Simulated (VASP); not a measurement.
# Nb (Fm-3m) in VASP: single point with PBE

Aim: the single point of Nb with PBE.

All numbers are computed with VASP 6.6.1; they aren't measurements. Logs are shortened: lines on timing, memory, paths and dates and some standing lists are left out, and cuts for length are marked.

**1. The structure**

It takes space group Fm-3m (No. 225, cubic). Conventional cell: a = 4.230 Å, b = 4.230 Å, c = 4.230 Å, α = 90.00°, β = 90.00°, γ = 90.00°. Nb (site symmetry m-3m) is surrounded by 12 Nb at 2.99 Å.

This isn't the form of Nb at room conditions, which is bcc.

**2. Single point, PBE**

INCAR

```
PREC = Accurate
ENCUT = 520
EDIFF = 1E-6
ISMEAR = -1
SIGMA = 0.08
LREAL = False
LASPH = True
NELM = 100
ALGO = Normal
ISIF = 2
LWAVE = False
LCHARG = False
GGA = PE
NBANDS = 12
```

KPOINTS

```
regular mesh
0
Gamma
  13 13 13
```

POSCAR

```
Nb
1.0
    0.0000000000      2.1150000000      2.1150000000
    2.1150000000      0.0000000000      2.1150000000
    2.1150000000      2.1150000000      0.0000000000
Nb
1
Direct
    0.0000000000      0.0000000000      0.0000000000
```

Potentials or basis: VASP PAW PBE potentials, release 64 (Nb_sv).

Started as:

```sh
$ cat potpaw_PBE.64/Nb_sv/POTCAR > POTCAR
$ mpirun -np 1 vasp_std > vasp.out
```

OUTCAR:

```text
PREC = Accurate
   ENCUT = 520
   EDIFF = 1E-6
   ISMEAR = -1
   LREAL = False
   LASPH = True
   NELM = 100
   ISIF = 2
   GGA = PE

 ion  position               nearest neighbor table
   1  0.000  0.000  0.000-

  LATTYP: Found a face centered cubic cell.
 ALAT       =     4.2300000000

  Lattice vectors:

 A1 = (   0.0000000000,   2.1150000000,   2.1150000000)
 A2 = (   2.1150000000,   0.0000000000,   2.1150000000)
 A3 = (   2.1150000000,   2.1150000000,   0.0000000000)

Analysis of symmetry for initial positions (statically):
=====================================================================
 Subroutine PRICEL returns:
 Original cell was already a primitive cell.

 Routine SETGRP: Setting up the symmetry group for a
 face centered cubic supercell.

 Subroutine GETGRP returns: Found 48 space group operations
 (whereof 48 operations were pure point group operations)
 out of a pool of 48 trial point group operations.

The static configuration has the point symmetry O_h .

Analysis of symmetry for dynamics (positions and initial velocities):
=====================================================================
 Subroutine PRICEL returns:
 Original cell was already a primitive cell.

 Routine SETGRP: Setting up the symmetry group for a
 face centered cubic supercell.

 Subroutine GETGRP returns: Found 48 space group operations
 (whereof 48 operations were pure point group operations)
 out of a pool of 48 trial point group operations.

The dynamic configuration has the point symmetry O_h .

 Subroutine INISYM returns: Found 48 space group operations
 (whereof 48 operations are pure point group operations),
 and found     1 'primitive' translations

----------------------------------------------------------------------------------------

                                     Primitive cell

  volume of cell :      18.9217

  direct lattice vectors                    reciprocal lattice vectors
     0.000000000  2.115000000  2.115000000    -0.236406619  0.236406619  0.236406619
     2.115000000  0.000000000  2.115000000     0.236406619 -0.236406619  0.236406619
     2.115000000  2.115000000  0.000000000     0.236406619  0.236406619 -0.236406619

  length of vectors
     2.991061684  2.991061684  2.991061684     0.409468276  0.409468276  0.409468276

  position of ions in fractional coordinates (direct lattice)
     0.000000000  0.000000000  0.000000000

  ion indices of the primitive-cell ions
   primitive index   ion index
                 1           1

----------------------------------------------------------------------------------------

 KPOINTS: regular mesh

Automatic generation of k-mesh.
 Grid dimensions read from file:
 generate k-points for:   13   13   13

 Generating k-lattice:

  Cartesian coordinates                     Fractional coordinates (reciprocal lattice)
    -0.018185125  0.018185125  0.018185125     0.076923077  0.000000000  0.000000000
     0.018185125 -0.018185125  0.018185125     0.000000000  0.076923077  0.000000000
     0.018185125  0.018185125 -0.018185125     0.000000000  0.000000000  0.076923077

  Length of vectors
     0.031497560  0.031497560  0.031497560

  Shift w.r.t. Gamma in fractional coordinates (k-lattice)
     0.000000000  0.000000000  0.000000000

 Subroutine IBZKPT returns following result:
 ===========================================

 Found     84 irreducible k-points:

 Following reciprocal coordinates:
            Coordinates               Weight
  0.000000  0.000000  0.000000      1.000000
  0.076923  0.000000  0.000000      8.000000
  0.153846  0.000000  0.000000      8.000000
  0.230769  0.000000  0.000000      8.000000
  0.307692  0.000000  0.000000      8.000000
  0.384615  0.000000  0.000000      8.000000
[... 16 lines left out ...]
  0.384615  0.153846  0.000000     24.000000
  0.461538  0.153846  0.000000     24.000000
 [... further k-points ...]
   k-points           NKPTS =     84   k-points in BZ     NKDIM =     84   number of bands    NBANDS=     12
   number of dos      NEDOS =    301   number of ions     NIONS =      1
   total plane-waves  NPLWV =  13824
   dimension x,y,z NGX =    24 NGY =   24 NGZ =   24
   dimension x,y,z NGXF=    48 NGYF=   48 NGZF=   48
   ions per type =               1
   NGX,Y,Z   is equivalent  to a cutoff of  13.34, 13.34, 13.34 a.u.
   NGXF,Y,Z  is equivalent  to a cutoff of  26.68, 26.68, 26.68 a.u.
 SYSTEM =  unknown system
   PREC   = accura    normal or accurate (medium, high low for compatibility)
   ISTART =      0    job   : 0-new  1-cont  2-samecut
   ICHARG =      2    charge: 1-file 2-atom 10-const
   ISPIN  =      1    spin polarized calculation?
   LNONCOLLINEAR =      F non collinear calculations
   LSORBIT =      F    spin-orbit coupling
   LASPH  =      T    aspherical Exc in radial PAW
   ENCUT  =  520.0 eV  38.22 Ry    6.18 a.u.   5.56  5.56  5.56*2*pi/ulx,y,z
   NELM   =    100;   NELMIN=  2; NELMDL= -5     # of ELM steps
   EDIFF  = 0.1E-05   stopping-criterion for ELM
   LREAL  =      F    real-space projection
   EDIFFG = 0.1E-04   stopping-criterion for IOM
   NSW    =      0    number of steps for IOM
   IBRION =     -1    ionic relax: 0-MD 1-quasi-New 2-CG
   NFREE  =      0    steps in history (QN), initial steepest desc. (CG)
   ISIF   =      2    stress and relaxation
   ISYM   =      2    0-nonsym 1-usesym 2-fastsym
   POTIM  = 0.5000    time-step for ionic-motion
   TEBEG  =    0.0;   TEEND  =   0.0 temperature during run
   PSTRESS=    0.0 pullay stress
   NELECT =      13.0000    total number of electrons
   NUPDOWN=      -1.0000    fix difference up-down
   EMIN   =  10.00;   EMAX   =-10.00  energy-range for DOS
   EFERMI =   0.00;   METHOD = LEGACY
   ISMEAR =    -1;   SIGMA  =   0.08  broadening in eV -4-tet -1-fermi 0-gaus
   EFERMI_NEDOS =   21; number of points for ismear=-14 and -15
   IALGO  =     38    algorithm
   IMIX   =      4    mixing-type and parameters
     AMIX     =   0.40;   BMIX     =  1.00
     AMIX_MAG =   1.60;   BMIX_MAG =  1.00
  volume/ion in A,a.u.               =      18.92       127.69
  Fermi-wavevector in a.u.,A,eV,Ry     =   1.444560  2.729823 28.392005  2.086754
  Thomas-Fermi vector in A             =   2.562841
   LORBIT       =      0    0 simple, 1 ext, 2 COOP (PROOUT), +10 PAW based schemes
   GGA     = PE    functional components
   LHFCALC =     F    Hartree Fock is set to
   AEXX    =    0.0000 exact exchange contribution
   IVDW    =     0    specifies the selected vdW correction
   LEPSILON=     F    determine dielectric tensor
   LRPA    =     F    only Hartree local field effects (RPA)
 non-spin polarized calculation
  energy-cutoff  :      520.00
  volume of cell :       18.92
 maximum number of plane-waves:       532
   NGX = 11   NGY = 11   NGZ = 11

 number of electron      13.0000001 magnetization

 Free energy of the ion-electron system (eV)
  ---------------------------------------------------
  ext. energy  EPLUGINS =         0.00000000
  ---------------------------------------------------
  free energy    TOTEN  =        -9.90858305 eV

  energy without entropy =       -9.87564725  energy(sigma->0) =       -9.89211515

 E-fermi :  10.8371     XC(G=0): -12.2510

 val. band max:       10.8212093733   @ k =   0.4615   0.1538   0.0000
 cond. band min:      10.8402151355   @ k =   0.3846   0.2308   0.0000
 fundamental gap:      0.0190057622
 Fermi energy:        10.8370539839

 k-point     1 :       0.0000    0.0000    0.0000
  band No.  band energies     occupation
      1     -43.9546      2.00000
      2     -19.3566      2.00000
      3     -19.3566      2.00000
      4     -19.3566      2.00000
      5       4.6464      2.00000
      6      10.9599      0.35427
      7      10.9599      0.35427
      8      10.9599      0.35427
      9      13.5234      0.00000
     10      13.5234      0.00000
     11      22.6632      0.00000
     12      27.4044      0.00000

 k-point     2 :       0.0769    0.0000    0.0000
  band No.  band energies     occupation
      1     -43.9441      2.00000
      2     -19.4271      2.00000
      3     -19.3653      2.00000
      4     -19.3653      2.00000
      5       4.8639      2.00000
      6      10.7935      1.26596
      7      11.0587      0.11789
      8      11.0587      0.11789
      9      13.4374      0.00000
     10      13.4374      0.00000
     11      23.0967      0.00000
     12      26.5221      0.00000

 k-point     3 :       0.1538    0.0000    0.0000
  band No.  band energies     occupation
      1     -43.9149      2.00000
      2     -19.6194      2.00000
      3     -19.3895      2.00000
      4     -19.3895      2.00000
      5       5.4629      2.00000
      6      10.4245      1.98855
      7      11.2733      0.00853
      8      11.2733      0.00853
      9      13.3075      0.00000
     10      13.3075      0.00000
     11      24.0530      0.00000
     12      25.2097      0.00000
[... 286 lines left out ...]
 k-point    23 :       0.3846    0.1538    0.0000
  band No.  band energies     occupation
      1     -43.7925      2.00000
      2     -20.2163      2.00000
      3     -19.5808      2.00000
      4     -19.5581      2.00000
      5       7.5461      2.00000
      6       9.6363      2.00000
      7      10.5990      1.90296
      8      11.8252      0.00001
      9      14.6086      0.00000
     10      15.1488      0.00000
     11      22.9480      0.00000
     12      25.3976      0.00000

 k-point    24 :       0.4615    0.1538    0.0000
  band No.  band energies     occupation
      1     -43.7635      2.00000
      2     -20.3678      2.00000
      3     -19.6369      2.00000
      4     -19.5674      2.00000
      5       7.6720      2.00000
      6       9.8515      1.99999
      7      10.8212      1.09871
      8      11.5938      0.00016
      9      15.5328      0.00000
     10      15.9483      0.00000
     11      21.5003      0.00000
     12      24.3243      0.00000

 [... further k-points ...]

------------------------ aborting loop because EDIFF is reached ----------------------------------------

  FORCE on cell =-STRESS in cart. coord.  units (eV):
  Direction    XX          YY          ZZ          XY          YZ          ZX
  --------------------------------------------------------------------------------------
  -------------------------------------------------------------------------------------
  Total       -0.1664052     -0.1664052     -0.1664052     -0.0000000     -0.0000000      0.0000000
  in kB      -14.0901760    -14.0901760    -14.0901760     -0.0000000     -0.0000000      0.0000000
  external PRESSURE =     -14.0901760 kB  Pullay stress =       0.0000000 kB

 VOLUME and BASIS-vectors are now :
 -----------------------------------------------------------------------------
  energy-cutoff  :      520.00
  volume of cell :       18.92
      direct lattice vectors                 reciprocal lattice vectors
     0.000000000  2.115000000  2.115000000    -0.236406619  0.236406619  0.236406619
     2.115000000  0.000000000  2.115000000     0.236406619 -0.236406619  0.236406619
     2.115000000  2.115000000  0.000000000     0.236406619  0.236406619 -0.236406619

 POSITION                                       TOTAL-FORCE (eV/Angst)
 -----------------------------------------------------------------------------------
      0.00000      0.00000      0.00000         0.000000      0.000000      0.000000
 -----------------------------------------------------------------------------------
    total drift:                               -0.000000      0.000000      0.000000

  FREE ENERGIE OF THE ION-ELECTRON SYSTEM (eV)
  ---------------------------------------------------
  free  energy   TOTEN  =        -9.9085830482 eV

  energy  without entropy=       -9.8756472507  energy(sigma->0) =       -9.89211515
```

Wall time 9.5 s (1 thread of Intel Xeon 6975P-C (Granite Rapids), shared host); peak memory 0.14 GiB.

What came out:

| Item | Value |
| --- | --- |
| Free energy | -9.9086 eV |
| Pressure | -1.4 GPa |
| Band gap on the k mesh | none (metal or under the smearing width) |

Levels at points of the mesh, in eV from the Fermi level:
| k point | band 4 | band 5 | band 6 | band 7 | band 8 | band 9 |
| --- | --- | --- | --- | --- | --- | --- |
| (0.00, 0.00, 0.00) | -30.19 | -6.19 | 0.12 | 0.12 | 0.12 | 2.69 |
